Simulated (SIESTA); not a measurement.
Crystal: CoO.

```xyz
2
Lattice="0.0000 2.1315 2.1315 2.1315 0.0000 2.1315 2.1315 2.1315 0.0000" Properties=species:S:1:pos:R:3 pbc="T T T"
Co    0.0000    0.0000    0.0000
O     2.1315    2.1315    2.1315
```

Program: SIESTA 5.4.2. Alike in all runs: spin collinear, ferromagnetic start; cell as given; smearing fermi-dirac 0.05 eV; grid cutoff 800 Ry.

Question: Order these runs on this cell by their pressure, lowest first.
A. level PBEsol; potentials or basis PseudoDojo 0.4 standard (PBEsol files), TZP (energy shift 0.002 Ry); k mesh 8 × 8 × 8; broadening (eV) 0.2 eV; window from (eV) -10 eV; window to (eV) 10 eV; energy points 301; k mesh for the DOS 12 × 12 × 12; energy shift 0.002 Ry
B. level PBE; potentials or basis PseudoDojo 0.4 standard (PBE files), DZ (energy shift 0.002 Ry); k mesh 11 × 11 × 11; energy shift 0.002 Ry
C. level PBE; potentials or basis PseudoDojo 0.4 standard (PBE files), DZP (energy shift 0.003 Ry; two zetas on semicore shells); k mesh 11 × 11 × 11; energy shift 0.003 Ry
D. level LDA; potentials or basis PseudoDojo 0.4 standard (LDA files), TZP (energy shift 0.002 Ry); k mesh 8 × 8 × 8; energy shift 0.002 Ry

Answer: D (-19.3 GPa), A (-10.8 GPa), B (-3.7 GPa), C (-0.7 GPa).

Caveats: the basis of atomic orbitals isn't converged, which shifts pressures, moduli and gaps; a cell with one magnetic atom can't hold antiferromagnetic order, which such compounds often take; semicore shells carry a single zeta, which can move pressures by several GPa and volumes by a few percent (some runs); short orbitals over semicore shells can move pressures by several GPa (some runs); so large a pressure means that the cell lies far from this level's equilibrium, or that cutoff or potentials fall short (some runs); the basis has no polarisation orbitals (some runs).

Not every run made on this cell is shown here.
